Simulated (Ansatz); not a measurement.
# Structure types of SnSe compared at 0.004 GPa

Structure types of SnSe are relaxed in primitive cells with their symmetry kept at 0.004 GPa, on PAW files; LAPW relaxes the small cells further and takes the PAW cell for the others (marked *). The enthalpy is E + pV at zero temperature, without zero-point motion. Only the types listed were tried, and differences under about 5 meV/atom are mesh noise. The real phase may be another.

Computed with Ansatz 0.2.0; functional PBE, scalar-relativistic. Settings: Fermi–Dirac smearing of 0.1 eV, no spin polarisation. Methods: LAPW: all electrons, basis error target 0.5 meV/atom; PAW: frozen-core files, cutoff 420 eV.

k meshes: rocksalt 13×13×13, CsCl 13×13×13, zincblende 11×11×11, wurtzite 8×8×5, NiAs 10×10×6.

Spin–orbit coupling is left out, which matters for the heavy atoms.

```json
{"start type": "rocksalt", "ends as": "rocksalt, Fm-3m", "a, b, c (Å)": "6.062, 6.062, 6.062", "V (Å³/atom)": "27.84", "H − H(lowest), LAPW (meV/atom)": "0.0"}
{"start type": "CsCl", "ends as": "CsCl, Pm-3m", "a, b, c (Å)": "3.678, 3.678, 3.678", "V (Å³/atom)": "24.87", "H − H(lowest), LAPW (meV/atom)": "250.2"}
{"start type": "zincblende", "ends as": "zincblende, F-43m", "a, b, c (Å)": "6.774, 6.774, 6.774", "V (Å³/atom)": "38.86", "H − H(lowest), LAPW (meV/atom)": "?"}
{"start type": "wurtzite*", "ends as": "distorted wurtzite, P6_3mc", "a, b, c (Å)": "5.112, 5.112, 6.145", "V (Å³/atom)": "34.77", "H − H(lowest), LAPW (meV/atom)": "94.4"}
{"start type": "NiAs*", "ends as": "NiAs, P6_3/mmc", "a, b, c (Å)": "4.173, 4.173, 7.498", "V (Å³/atom)": "28.27", "H − H(lowest), LAPW (meV/atom)": "?"}
```

Q: Fill in "H − H(lowest), LAPW (meV/atom)" for the row "NiAs*".

A: 60.1.

Q: What belongs in the row "zincblende", column "H − H(lowest), LAPW (meV/atom)"?

A: 231.2.
